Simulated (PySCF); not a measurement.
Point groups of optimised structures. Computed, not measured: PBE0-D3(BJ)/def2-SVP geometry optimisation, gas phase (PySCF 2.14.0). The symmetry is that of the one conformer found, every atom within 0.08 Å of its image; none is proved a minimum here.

Problem. Point group, rotor type and polarity of `[CH3:1][Si:2]([CH3:3])([CH3:4])[CH3:5]`?

Solution. Td; spherical top; symmetry number 12; 24 operations, which sort the 17 atoms into 3 sets; dipole forbidden by symmetry (computed 0.00 D); A, B, C = 3081, 3079, 3078 MHz; heavy atoms equivalent by symmetry: C1/C3/C4/C5.

Problem. Point group, rotor type and polarity of `[CH3:1][CH2:2][CH2:3][S:4](=[O:5])(=[O:6])[OH:7]` with C1–C2–C3–S4 66°, C2–C3–S4–O5 -77°, C3–S4–O7–H -108°?

Solution. C1; near-prolate asymmetric top; symmetry number 1; this conformer is chiral (no improper operation); dipole 3.69 D; A, B, C = 3916, 1589, 1508 MHz.

Problem. Point group, rotor type and polarity of `[F:1][c:2]1[cH:3][cH:4][c:5]([F:6])[cH:7][cH:8]1`?

Solution. D2h; asymmetric top; symmetry number 4; 8 operations, which sort the 12 atoms into 4 sets; dipole forbidden by symmetry (computed 0.00 D); A, B, C = 5668, 1428, 1141 MHz; heavy atoms equivalent by symmetry: F1/F6, C2/C5, C3/C4/C7/C8.

Problem. What symmetry has `[cH:1]1[cH:2][cH:3][cH:4][cH:5][cH:6]1`?

Solution. D6h; oblate symmetric top; symmetry number 12; 24 operations, which sort the 12 atoms into 2 sets; dipole forbidden by symmetry (computed 0.00 D); heavy atoms equivalent by symmetry: C1/C2/C3/C4/C5/C6.

Problem. What symmetry has `[CH3:1][CH:2]([CH3:3])[NH2:4]` with C1–C2–N4–H 178° and 61°?

Solution. Cs; asymmetric top; symmetry number 1; 2 operations, which sort the 13 atoms into 8 sets; dipole 1.28 D, in the bc plane, which is the mirror; A, B, C = 8412, 8006, 4689 MHz; heavy atoms equivalent by symmetry: C1/C3.

Problem. `P` (PH3): symmetry, top, dipole?

Solution. C3v; oblate symmetric top; symmetry number 3; 6 operations, which sort the 4 atoms into 2 sets; dipole 0.91 D, along the axis.

Problem. Point group, rotor type and polarity of `S=C=S`?

Solution. D∞h; linear; symmetry number 2; dipole forbidden by symmetry (computed 0.00 D).

Problem. Point group, rotor type and polarity of `[CH:1]#[C:2][c:3]1[cH:4][cH:5][cH:6][cH:7][cH:8]1`?

Solution. C2v; asymmetric top; symmetry number 2; 4 operations, which sort the 14 atoms into 10 sets; dipole 0.65 D, along a, the twofold axis; A, B, C = 5685, 1526, 1203 MHz; heavy atoms equivalent by symmetry: C4/C8, C5/C7.
